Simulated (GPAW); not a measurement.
The system is FeO (Wuestite).

```
Fe O
1.0
     0.00000    2.15540    2.15540
     2.15540    0.00000    2.15540
     2.15540    2.15540    0.00000
Fe O
1 1
Direct
  0.00000 0.00000 0.00000
  0.50000 0.50000 0.50000
```

Base run:

| Property | Result |
| --- | --- |
| Program | GPAW 26.7.0 |
| Functional | PBEsol |
| Potentials or basis | PAW data sets generated in the run's folder for this functional |
| Cutoff | 800 eV |
| Basis | pw |
| k mesh | 11 × 11 × 11 |
| Occupations | fermi-dirac, width 0.05 eV |
| Spin | collinear spin, ferromagnetic start |
| Starting moments | [3.0, 0.0] μB |
| Hubbard terms | Fe d U = 2 eV |

Its results: pressure -6.4 GPa; net moment 4.00 μB per cell; site moments Fe +3.63; O +0.20 μB.

Q: The run is repeated on the same cell with these changes: hubbard terms from Fe d U = 2 eV to Fe d U = 3 eV. What comes out?

A: Pressure -5.8 GPa; net moment 4.01 μB per cell; site moments Fe +3.68; O +0.19 μB.

Caveats: a cell with one magnetic atom can't hold antiferromagnetic order, which such compounds often take.
